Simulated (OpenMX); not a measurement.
Here is an OpenMX 3.8.5 calculation.

Contents of ZrS2.dat:

```
System.CurrrentDirectory             ./
System.Name                          ZrS2
DATA.PATH                            ./DFT_DATA13
level.of.stdout                      1
level.of.fileout                     1
Species.Number                       3
<Definition.of.Atomic.Species
  S   S7.0-s2p2d1f1          S_PBE13
  Zr  Zr7.0-s3p2d2           Zr_PBE13
  E   H7.0-s2p1              E
Definition.of.Atomic.Species>

Atoms.Number                         8
Atoms.SpeciesAndCoordinates.Unit     FRAC
<Atoms.SpeciesAndCoordinates
    1  S     0.6666666667    0.3333333334    0.3155816549   3.000  3.000
    2  Zr    0.0000000000    0.0000000000    0.3769231546   6.000  6.000
    3  S     0.3333333333    0.6666666666    0.4382646543   3.000  3.000
    4  S     0.6666666667    0.3333333334    0.5617353457   3.000  3.000
    5  Zr    0.0000000000    0.0000000000    0.6230768454   6.000  6.000
    6  S     0.3333333333    0.6666666666    0.6844183451   3.000  3.000
    7  E     0.3333333333    0.6666666666    0.7769889639   0.000  0.000
    8  E     0.6666666667    0.3333333334    0.2230110361   0.000  0.000
Atoms.SpeciesAndCoordinates>

Atoms.UnitVectors.Unit               Ang
<Atoms.UnitVectors
     3.6299990405   -0.0000000000    0.0000000000
    -1.8149995203    3.1436713849    0.0000000000
     0.0000000000    0.0000000000   23.7656400000
Atoms.UnitVectors>

scf.XcType                           GGA-PBE
scf.SpinPolarization                 off
scf.ElectronicTemperature            580.226
scf.energycutoff                     400.0
scf.maxIter                          100
scf.EigenvalueSolver                 band
scf.Kgrid                            9 9 1
scf.Mixing.Type                      rmm-diisk
scf.Init.Mixing.Weight               0.05
scf.Min.Mixing.Weight                0.001
scf.Max.Mixing.Weight                0.3
scf.Mixing.History                   25
scf.Mixing.StartPulay                8
scf.criterion                        1.0e-8
MD.Type                              nomd
```

Potentials or basis: OpenMX 2013 PBE set, S7.0-s2p2d1f1, Zr7.0-s3p2d2, grid cutoff 400 Ry.

Launch:

```sh
$ openmx ZrS2.dat -nt 1 > ZrS2.std
```

Task: Predict the band gap on the k mesh.

Result: 0.88 eV, indirect (least direct gap 1.48 eV).

Task: What does it give for the largest force?

Result: 0.591 eV/Å.

Task: Predict the Mulliken charges.

Result: S -0.37, -0.41; Zr +0.80 e.

Forces in eV/Å, atoms in the order of the input:
```
S   -0.005  0.002 -0.591
Zr   0.000  0.000 -0.031
S    0.004 -0.001  0.491
S   -0.004  0.001 -0.491
Zr   0.000  0.000  0.031
S    0.005 -0.002  0.591
```

Caveat: the basis of atomic orbitals isn't converged, which shifts pressures, moduli and gaps.
